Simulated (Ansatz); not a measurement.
AlN: band structure with LDA

**Experimental background.**

From “Self-assembly of well-separated AlN nanowires directly on sputtered metallic TiN films”, 2019, arxiv:1910.07391, for a bulk crystal of AlN at 10 K: band gap 6.034 eV (an exciton energy, a little under the gap).

AlN:

```
Al N
1.0
     3.11300    0.00000    0.00000
    -1.55650    2.69594    0.00000
     0.00000    0.00000    4.98100
Al N
2 2
Direct
  0.66667 0.33333 0.50000
  0.33333 0.66667 0.00000
  0.66667 0.33333 0.88000
  0.33333 0.66667 0.38000
```

```json
{"Program": "Ansatz 0.2.0", "Task": "band structure", "Functional": "LDA", "Potentials or basis": "all-electron LAPW, scalar-relativistic", "Cutoff": "346 eV (chosen from the basis error)", "Basis error allowed": "0.002 eV/atom", "k mesh": "10 × 10 × 6", "Occupations": "fermi-dirac, width 0.05 eV", "Spin": "no spin polarisation"}
```

```yaml
Pressure: -4.6 GPa
Largest_force: 0.117 eV/Å
Band_gap_on_the_k_mesh: 4.24 eV, direct
Band_gap_along_the_path: 4.24 eV, direct
```

Forces on the atoms (eV/Å):
```
Al   0.000  0.000 -0.117
Al   0.000  0.000 -0.117
N    0.000  0.000  0.117
N    0.000  0.000  0.117
```

Stress tensor (GPa, compression positive):
```
-5.20  0.00  0.00
 0.00 -5.20  0.00
 0.00  0.00 -3.51
```

Levels at the corners of the path, in eV from the valence-band top:
| point | band 15 | band 16 | band 17 | band 18 | band 19 | band 20 | band 21 | band 22 |
| --- | --- | --- | --- | --- | --- | --- | --- | --- |
| Γ | -0.83 | -0.18 | -0.18 | 0.00 | 4.24 | 6.55 | 10.48 | 10.97 |
| M | -3.36 | -2.08 | -1.79 | -0.66 | 5.68 | 5.70 | 8.10 | 10.17 |
| K | -3.79 | -2.44 | -2.40 | -2.40 | 4.92 | 8.25 | 9.57 | 9.57 |
| Γ | -0.83 | -0.18 | -0.18 | 0.00 | 4.24 | 6.55 | 10.48 | 10.97 |
| A | -0.52 | -0.52 | -0.52 | -0.52 | 6.42 | 6.42 | 10.16 | 10.16 |
| L | -1.45 | -1.45 | -1.36 | -1.36 | 5.21 | 5.21 | 9.12 | 9.12 |
| H | -3.87 | -3.87 | -0.79 | -0.79 | 7.31 | 7.31 | 7.74 | 7.74 |
| A | -0.52 | -0.52 | -0.52 | -0.52 | 6.42 | 6.42 | 10.16 | 10.16 |

Wall time 20 s on 2 threads of Arm Neoverse V2, with other jobs on the host, peak memory 0.35 GiB.

Against the measured gap of AlN, 6.034 eV (an exciton energy, a little under the gap; 10 K; quoted in “Self-assembly of well-separated AlN nanowires directly on sputtered metallic TiN films”, 2019, arxiv:1910.07391), the calculated 4.24 eV is off by -1.79 eV. 2 values of this kind are on record (6.034 to 6.0343 eV); this one was drawn at random. The value is that of LDA, without temperature or zero-point motion. Semilocal functionals fall short of measured gaps as a rule.
